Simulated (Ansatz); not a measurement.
Runs of Ansatz 0.2.0 on CoSi. Symmetry: Pm-3m, No. 221, cubic system. Conventional cell: a = 2.781 Å, b = 2.781 Å, c = 2.781 Å, α = 90.00°, β = 90.00°, γ = 90.00°. Co (site symmetry m-3m) is surrounded by 8 Si at 2.41 Å. Si (site symmetry m-3m) has 8 Co at 2.41 Å as nearest neighbours. Measurements of this composition are mostly on another form, of space group No. 198.

```csv
task,level,cell,gap on the mesh (eV),pressure (GPa),moment (μB),relaxed volume (Å³/atom)
relaxation of cell and atoms,PBEsol0,relaxed,none,0.0,0.87,10.37
relaxation of cell and atoms,PBE0,relaxed,none,0.0,0.87,10.59
single point,PBEsol0,as given,none,-8.7,0.87,-
single point,PBE0,as given,none,(b),0.87,-
single point,B3LYP,as given,none,(a),0.87,-
```

Alike in all rows: potentials or basis Ansatz PAW; spin collinear, ferromagnetic start; k mesh 5 × 5 × 5; cutoff (eV) 420; smearing fermi-dirac 0.05 eV; the mesh is coarse, so values aren't converged.

Question: Fill in the values left out.

Answer: (a) 4.8; (b) -3.6.

Caveats: all runs use coarse meshes; the magnetic or orbital state may not be the lowest; the PAW data sets come from PBE, with cores solved anew for the run's functional, which leaves a small shift of forces and pressure; the thresholds are loose for stress (some runs); the plane-wave basis is chosen anew once the cell has moved, so the energies of steps on either side of that aren't comparable (some runs).

A gap of «none» marks a metal or a gap under the smearing width.
